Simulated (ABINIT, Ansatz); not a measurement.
# CsH (Fm-3m): the LO frequency by hand

Aim: work out the LO frequency and the static dielectric constant of CsH (Fm-3m) from one linear-response run, then check them.

Calculated with ABINIT 10.8.3; DFT LDA, scalar-relativistic, plane waves, PseudoDojo norm-conserving pseudopotentials.

The database entry behind the starting cell differs from later determinations by our own check (0.1 to 0.3 % short, probably kX units), so it need not match the best structure at ambient conditions.

**1. The relaxed structure**

Symmetry: Fm-3m, No. 225, cubic system. Conventional cell: a = 6.095 Å, b = 6.095 Å, c = 6.095 Å, α = 90.00°, β = 90.00°, γ = 90.00°. Nearest to Cs lie 6 H at 3.05 Å. Nearest to H lie 6 Cs at 3.05 Å. Farther neighbours are not listed.

This is the cell after its relaxation at this level of theory, not the database cell from which that began.

**2. What the response run gave**

A linear-response run on the relaxed cell, with the response to an electric field; only its zone-centre results are used. Cutoff 31 Ha, k mesh 6×6×6.

Numbers of over 12 decimals in the logs are rounded to 6 here.

The program printed:

```text
[banners, grids, parts of the stress and lines that vanish by symmetry left out]
- input  file    -> dfpt_gamma.abi
- output file    -> dfpt_gamma.abo
- root for input  files -> dfpt_gammai
[...]
DATASET    1 : space group Fm -3 m (#225); Bravais cF (face-center cubic)
[...]
nfft =       91125          nkpt =         112
[...]
DATASET    2 : space group Fm -3 m (#225); Bravais cF (face-center cubic)
[...]
nfft =       91125          nkpt =         112
[...]
== DATASET  1 ==================================================================
[...]
cutoff_energies: {ecut:  31.0, pawecutdg:  -1.0, }
[...]
-  1.00000   1.00000  180309                  znucl, zion, pspdat
[...]
Perturbation : derivative vs k along direction   1
[...]
-ETOT  1  -10.151454056447     -1.015E+01 8.485E-02 0.000E+00
 ETOT  2  -10.157409103607     -5.955E-03 4.838E-04 0.000E+00
 ETOT  3  -10.157566889582     -1.578E-04 2.669E-05 0.000E+00
 ETOT  4  -10.157573535185     -6.646E-06 1.421E-06 0.000E+00
 ETOT  5  -10.157573870996     -3.358E-07 1.143E-07 0.000E+00
[...]
At SCF step   17   max residual=  9.97E-21 < tolwfr=  1.00E-20 =>converged.
[...]
Perturbation : derivative vs k along direction   2
[...]
-ETOT  1  -10.151463062567     -1.015E+01 8.485E-02 0.000E+00
[...]
At SCF step   17   max residual=  9.97E-21 < tolwfr=  1.00E-20 =>converged.
[...]
Perturbation : derivative vs k along direction   3
[...]
-ETOT  1  -10.151454055835     -1.015E+01 8.485E-02 0.000E+00
[...]
At SCF step   17   max residual=  9.97E-21 < tolwfr=  1.00E-20 =>converged.
[...]
1        1       1.9532373917    0.0000000000
     1        2      -0.9766186958   -0.0000000000
     1        3      -0.9766186958    0.0000000000
     2        1      -0.9766186958   -0.0000000000
     2        2       1.9532373916    0.0000000000
     2        3       0.9766186958   -0.0000000000
     3        1      -0.9766186958    0.0000000000
     3        2       0.9766186958   -0.0000000000
     3        3       1.9532373917   -0.0000000000
[...]
== DATASET  2 ==================================================================
[...]
cutoff_energies: {ecut:  31.0, pawecutdg:  -1.0, }
[...]
Perturbation : displacement of atom   1   along direction   1
[...]
-ETOT  1  0.862249     -6.195E+02 3.075E+00 5.048E+01
[...]
At SCF step   10       vres2   =  6.71E-12 < tolvrs=  1.00E-10 =>converged.
[...]
Perturbation : displacement of atom   2   along direction   1
[...]
-ETOT  1  0.774921     -6.263E+01 2.691E-01 1.348E+03
[...]
At SCF step   10       vres2   =  5.14E-11 < tolvrs=  1.00E-10 =>converged.
[...]
Perturbation : homogeneous electric field along direction   1
[...]
-ETOT  1  -66.679471878739     -6.668E+01 5.731E+00 1.967E+04
[...]
ETOT 10  -71.755258007388     -1.660E-10 1.779E-11 2.170E-09
 ETOT 11  -71.755258007398     -9.678E-12 1.287E-12 1.764E-11
 At SCF step   11       vres2   =  1.76E-11 < tolvrs=  1.00E-10 =>converged.
[...]
Dielectric tensor, in cartesian coordinates,
[...]
1    4   1    4         3.6441046123        -0.0000000000
   1    4   2    4         0.0000000000        -0.0000000000
   1    4   3    4         0.0000000000        -0.0000000000
   2    4   1    4         0.0000000000        -0.0000000000
   2    4   2    4         3.6441046123        -0.0000000000
   2    4   3    4        -0.0000000000        -0.0000000000
   3    4   1    4         0.0000000000        -0.0000000000
   3    4   2    4        -0.0000000000        -0.0000000000
   3    4   3    4         3.6441046123        -0.0000000000
  Effective charges, in cartesian coordinates,
[...]
1    1   1    4         1.1545421494         0.0000000000
   2    1   1    4        -0.0000000000         0.0000000000
   3    1   1    4         0.0000000000         0.0000000000
   1    2   1    4        -1.1588667938         0.0000000000
   2    2   1    4        -0.0000000000         0.0000000000
[...]
Effective charges, in cartesian coordinates,
[...]
2    4   1    2         0.0000000000         0.0000000000
   3    4   1    2         0.0000000000         0.0000000000
   1    4   2    2         0.0000000000         0.0000000000
   2    4   2    2        -1.1588668141         0.0000000000
   3    4   2    2         0.0000000000         0.0000000000
   1    4   3    2         0.0000000000         0.0000000000
   2    4   3    2         0.0000000000         0.0000000000
   3    4   3    2        -1.1588668141         0.0000000000
  Phonon wavevector (reduced coordinates) :  0.00000  0.00000  0.00000
 Phonon energies in Hartree :
[...]
Phonon frequencies in cm-1    :
-  7.772384E-02  7.772441E-02  7.772611E-02  4.521941E+02  4.521941E+02
-  4.521941E+02
  Phonon at Gamma, with non-analyticity in the
[...]
Phonon energies in Hartree :
[...]
Phonon frequencies in cm-1    :
-  7.772384E-02  7.772441E-02  1.379353E-01  4.521941E+02  4.521941E+02
-  7.243800E+02
  Phonon at Gamma, with non-analyticity in the
[...]
Phonon energies in Hartree :
[...]
Phonon frequencies in cm-1    :
-  7.772384E-02  7.772611E-02  1.379344E-01  4.521941E+02  4.521941E+02
-  7.243800E+02
  Phonon at Gamma, with non-analyticity in the
[...]
Phonon energies in Hartree :
[...]
Phonon frequencies in cm-1    :
-  7.772441E-02  7.772611E-02  1.379340E-01  4.521941E+02  4.521941E+02
-  7.243800E+02
[...]
fcart2     0.0000000000E+00  0.0000000000E+00  0.0000000000E+00
           strten2     0.0000000000E+00  0.0000000000E+00  0.0000000000E+00
================================================================================
```

```tsv
quantity	value
cell volume Ω (Å³)	56.602
mass of Cs (u)	132.905
mass of H (u)	1.008
Born charge of Cs, raw (e)	1.155
Born charge of H, raw (e)	-1.159
ε∞	3.644
ω(TO) after the sum rule (cm⁻¹)	452.2
```

**3. The calculation**

The charges must sum to zero over the cell; taking off their mean, -0.002 e, leaves Z* = 1.157 e on Cs. In the polar mode Cs moves against H, so the reduced mass is μ = 132.91 × 1.01 / 133.91 = 1.000 u.

A longitudinal wave builds up a field that adds to the restoring force: ω(LO)² = ω(TO)² + 4π Z*² / (μ Ω ε∞), in Hartree atomic units. With μ = 1824 electron masses and Ω = 381.97 bohr³ the second term is 6.6235e-06 Ha², or 319050 cm⁻² (1 Ha = 219474.6 cm⁻¹).

So ω(LO) = √(204476 + 319050) = 723.6 cm⁻¹, and by the Lyddane-Sachs-Teller relation ε₀ = ε∞ (ω(LO)/ω(TO))² = 9.33.

**4. Check against the program**

The analysis program adds the same non-analytic term to the full matrix.

The program printed:

```text
[banners, grids, parts of the stress and lines that vanish by symmetry left out]
-outvars_anaddb: echo values of input variables ----------------------

 Flags :
[...]
Dielectric Tensor and Effective Charges
[...]
Effective charge tensors after
[...]
Phonon wavevector (reduced coordinates) :  0.00000  0.00000  0.00000
 Phonon energies in Hartree :
[...]
Phonon energies in meV     :
-  0.000000E+00  0.000000E+00  0.000000E+00  5.606485E+01  5.606485E+01
-  5.606485E+01
 Phonon frequencies in cm-1    :
-  0.000000E+00  0.000000E+00  0.000000E+00  4.521935E+02  4.521935E+02
-  4.521935E+02
 Phonon frequencies in Thz     :
-  0.000000E+00  0.000000E+00  0.000000E+00  1.355642E+01  1.355642E+01
-  1.355642E+01
 Phonon energies in Kelvin  :
-  0.000000E+00  0.000000E+00  0.000000E+00  6.506056E+02  6.506056E+02
-  6.506056E+02
[...]
-  1  0.00000000E+00  0.00000000E+00 -2.02398817E-03
-     0.00000000E+00  0.00000000E+00  0.00000000E+00
-  2  0.00000000E+00  0.00000000E+00 -2.02399343E-03
-     0.00000000E+00  0.00000000E+00  0.00000000E+00
[...]
-  1  0.00000000E+00  2.02398817E-03  0.00000000E+00
-     0.00000000E+00  0.00000000E+00  0.00000000E+00
-  2  0.00000000E+00  2.02399343E-03  0.00000000E+00
-     0.00000000E+00  0.00000000E+00  0.00000000E+00
[...]
-  1  2.02398818E-03  0.00000000E+00  0.00000000E+00
-     0.00000000E+00  0.00000000E+00  0.00000000E+00
-  2  2.02399343E-03  0.00000000E+00  0.00000000E+00
-     0.00000000E+00  0.00000000E+00  0.00000000E+00
[...]
-  1  0.00000000E+00  0.00000000E+00  1.76260529E-04
-     0.00000000E+00  0.00000000E+00  0.00000000E+00
-  2 -1.60413722E-06  3.69181801E-06 -2.32413840E-02
-     0.00000000E+00  0.00000000E+00  0.00000000E+00
[...]
-  1  0.00000000E+00  1.76260527E-04  0.00000000E+00
-     0.00000000E+00  0.00000000E+00  0.00000000E+00
-  2 -4.29529225E-06 -2.32413837E-02 -3.69152149E-06
-     0.00000000E+00  0.00000000E+00  0.00000000E+00
[...]
-  1  1.76260529E-04  0.00000000E+00  0.00000000E+00
-     0.00000000E+00  0.00000000E+00  0.00000000E+00
-  2 -2.32413839E-02  4.29503740E-06  1.60481947E-06
-     0.00000000E+00  0.00000000E+00  0.00000000E+00
[...]
-     1         -0.000000    -0.000000     0.000002     0.000002
-     2         -0.000000    -0.000002    -0.000000     0.000002
-     3         -0.000002     0.000000     0.000000     0.000002
-     4          0.000080    -0.000185     1.165443     1.165443
-     5          0.000215     1.165443     0.000185     1.165443
-     6          1.165443    -0.000215    -0.000080     1.165443
[...]
-   1     Real    0.0000E+00  0.0000E+00  0.0000E+00  0.0000E+00  0.0000E+00  0.0000E+00  0.0000E+00
[...]
-  8.971093E+01
 Phonon frequencies in cm-1    :
-  0.000000E+00  0.000000E+00  0.000000E+00  4.521935E+02  4.521935E+02
-  7.235674E+02
 Phonon frequencies in Thz     :
-  0.000000E+00  0.000000E+00  0.000000E+00  1.355642E+01  1.355642E+01
-  2.169201E+01
 Phonon energies in Kelvin  :
-  0.000000E+00  0.000000E+00  0.000000E+00  6.506056E+02  6.506056E+02
-  1.041052E+03
[...]
-  1  0.00000000E+00  0.00000000E+00 -2.02398817E-03
-     0.00000000E+00  0.00000000E+00  0.00000000E+00
-  2  0.00000000E+00  0.00000000E+00 -2.02399343E-03
-     0.00000000E+00  0.00000000E+00  0.00000000E+00
[...]
Phonon at Gamma, with non-analyticity in the
[...]
Phonon energies in Hartree :
[...]
Phonon energies in meV     :
-  0.000000E+00  0.000000E+00  0.000000E+00  5.606485E+01  5.606485E+01
-  8.971093E+01
 Phonon frequencies in cm-1    :
-  0.000000E+00  0.000000E+00  0.000000E+00  4.521935E+02  4.521935E+02
-  7.235674E+02
 Phonon frequencies in Thz     :
-  0.000000E+00  0.000000E+00  0.000000E+00  1.355642E+01  1.355642E+01
-  2.169201E+01
 Phonon energies in Kelvin  :
-  0.000000E+00  0.000000E+00  0.000000E+00  6.506056E+02  6.506056E+02
-  1.041052E+03
[...]
Phonon at Gamma, with non-analyticity in the
[...]
Phonon energies in Hartree :
[...]
Phonon energies in meV     :
-  0.000000E+00  0.000000E+00  0.000000E+00  5.606485E+01  5.606485E+01
-  8.971093E+01
 Phonon frequencies in cm-1    :
-  0.000000E+00  0.000000E+00  0.000000E+00  4.521935E+02  4.521935E+02
-  7.235674E+02
 Phonon frequencies in Thz     :
-  0.000000E+00  0.000000E+00  0.000000E+00  1.355642E+01  1.355642E+01
-  2.169201E+01
 Phonon energies in Kelvin  :
-  0.000000E+00  0.000000E+00  0.000000E+00  6.506056E+02  6.506056E+02
-  1.041052E+03
[...]
-  1  1.64120253E-05 -2.02335928E-03 -4.77079225E-05
-     0.00000000E+00  0.00000000E+00  0.00000000E+00
-  2  1.64131522E-05 -2.02336345E-03 -4.77069621E-05
-     0.00000000E+00  0.00000000E+00  0.00000000E+00
[...]
-  1  2.02388754E-03  1.61302654E-05  1.21322578E-05
-     0.00000000E+00  0.00000000E+00  0.00000000E+00
-  2  2.02389172E-03  1.61292244E-05  1.21312063E-05
-     0.00000000E+00  0.00000000E+00  0.00000000E+00
[...]
-  1  2.99546443E-05  1.06928080E-04 -1.36882724E-04
-     0.00000000E+00  0.00000000E+00  0.00000000E+00
-  2 -3.94976342E-03 -1.40993368E-02  1.80491002E-02
-     0.00000000E+00  0.00000000E+00  0.00000000E+00
[...]
-  1  1.40764233E-04 -9.63235997E-05 -4.44406337E-05
-     0.00000000E+00  0.00000000E+00  0.00000000E+00
-  2 -1.85609088E-02  1.27010498E-02  5.85985891E-03
-     0.00000000E+00  0.00000000E+00  0.00000000E+00
[...]
Direction                     Dielectric constant
[...]
0.00000   0.00000   1.00000      9.33039697
   1.00000   1.00000   1.00000      9.33039697
-
```

```tsv
quantity	by hand	program
ω(LO) (cm⁻¹)	723.6	723.6
ε₀	9.33	9.33
```

**5. Results**

```yaml
to_mode: 452.2 cm⁻¹
lo_mode: 723.6 cm⁻¹
static_dielectric_constant: 9.330
```

In words: The LO mode of CsH (Fm-3m) lies at 724 cm⁻¹, 271 cm⁻¹ above the TO mode; the formula meets the program within 0.1 cm⁻¹, as it must for a cubic crystal with one polar mode. ω(LO)² − ω(TO)² goes with Z*²/ε∞: an error of 5 % in ε∞ would move the LO mode by 10.6 cm⁻¹, and semilocal functionals tend to overestimate ε∞. These are harmonic values at zero temperature, at the volume of this functional, for the structure held cubic; stability elsewhere in the zone is no part of this calculation.

[Host names and launcher messages were left out of these logs when they were recorded.]

[Logs are printed without paths, hosts, clocks, repeated set-up lines and the standing remarks that a program may print on its own settings, such as how far it seeks lower states.]

[Hosts, paths, dates, database ids (printed as entryN), source tags and the programs' standing remarks are cut or masked in the printed files.]
